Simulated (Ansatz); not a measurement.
**FeO (Wuestite): single point with PBEsol+d4+U**

Crystal: FeO (Wuestite).

```
Fe O
1.0
     1.53881    0.88843    2.55273
    -1.53881    0.88843    2.55273
     0.00000   -1.77686    2.55273
Fe O
1 1
Direct
  0.00000 0.00000 0.00000
  0.50000 0.50000 0.50000
```

The cell isn't the ideal one: volume scaled by 1.04.

```json
{
  "Program": "Ansatz 0.2.0",
  "Task": "single point",
  "Functional": "PBEsol",
  "Dispersion": "d4",
  "Potentials or basis": "Ansatz PAW",
  "Cutoff": "420 eV",
  "Density cutoff": "1680 eV",
  "k mesh": "11 × 11 × 11",
  "Occupations": "cold, width 0.1 eV",
  "Spin": "collinear spin, ferromagnetic start",
  "Starting moments": "[3.0, 0.0] μB",
  "Hubbard terms": "Fe d U = 5.3 eV"
}
```

| Quantity | Value |
| --- | --- |
| Pressure | -4.5 GPa |
| Band gap on the k mesh | 0.91 eV, indirect (least direct gap 2.63 eV) |
| Net moment | 4.00 μB per cell |
| Absolute moment | 4.00 μB per cell |
| Site moments | Fe +3.52; O +0.17 μB |

Stress tensor (GPa, compression positive):
```
 -1.42   0.00   0.00
  0.00  -1.42   0.00
  0.00   0.00 -10.67
```

Levels at points of the mesh, in eV from the valence-band top:
Spin up:
```tsv
k point	band 10	band 11	band 12	band 13	band 14	band 15	band 16	band 17
(0.00, 0.00, 0.00)	-4.41	-2.19	-2.06	-2.06	0.91	15.84	17.53	17.53
```
Spin down:
```csv
k point,band 7,band 8,band 9,band 10,band 11,band 12
"(0.00, 0.00, 0.00)",-1.90,-1.72,-1.72,1.84,2.77,2.77
```

Eigenvalues of the final occupation matrices:
```tsv
site	spin	trace	eigenvalues
site 1	1	4.99	1.00 1.00 1.00 1.00 1.00
site 1	2	1.24	0.04 0.04 0.10 0.10 0.98
```

Run time: 59 s on 2 threads of Arm Neoverse V1, on a shared host, peak memory 1.5 GiB.

Caveat: the magnetic or orbital state may not be the lowest; odd divisions of the mesh miss points on the zone boundary, where band edges often lie, so the gap on the mesh can be too wide; the pressure holds a Pulay correction of +0.7 GPa for the finite cutoff; a cell with one magnetic atom can't hold antiferromagnetic order, which such compounds often take. A k mesh can miss the band edges.
